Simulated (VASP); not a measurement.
Set up this calculation in VASP 6.6.1, as the native input.

```
Task                   : single point
Functional             : BLYP
Potentials or basis    : VASP PAW PBE potentials, release 64 (Re)
Cutoff                 : 520 eV
k mesh                 : 10 × 10 × 10
Occupations            : fermi-dirac, width 0.1 eV
Spin                   : no spin polarisation
Dipole correction      : no
Further INCAR settings : ALGO = Fast; EDIFF = 1e-07; NBANDS = 14
```

The structure of Re lies in POSCAR:

```
Re
1.0
    0.0000000000      2.8623269710      2.8623269710
    2.8623269710      0.0000000000      2.8623269710
    2.8623269710      2.8623269710      0.0000000000
Re
2
Direct
    0.1250000000      0.1250000000      0.1250000000
    0.8750000000      0.8750000000      0.8750000000
```

The cell was built by a generator and needn't be a form met in nature.

These files were run (other wordings do the same):

INCAR

```
PREC = Accurate
ENCUT = 520
EDIFF = 1E-7
ISMEAR = -1
SIGMA = 0.1
LREAL = F
LASPH = T
NELM = 80
ALGO = Fast
ISIF = 2
LWAVE = F
LCHARG = T
GGA = B5
ALDAX = 1.0
AGGAX = 1.0
AGGAC = 1.0
ALDAC = 0.0
LELF = T
LVHAR = T
NBANDS = 14
```

KPOINTS

```
regular mesh
0
Gamma
  10 10 10
```

Potentials or basis: VASP PAW PBE potentials, release 64 (Re).

Launch:

```console
$ cat potpaw_PBE.64/Re/POTCAR > POTCAR
$ mpirun -np 1 vasp_std > vasp.out
```

Results of the run:

```json
{
 "Pressure": "-0.4 GPa",
 "Band gap on the k mesh": "none (metal or under the smearing width)"
}
```

Caveat: the PAW data sets were made with another functional, which shifts forces and pressure a little.

Wall time 33 s on 1 thread of Intel(R) Xeon(R) 6975P-C (Granite Rapids), with other jobs on the host, peak memory 0.16 GiB.
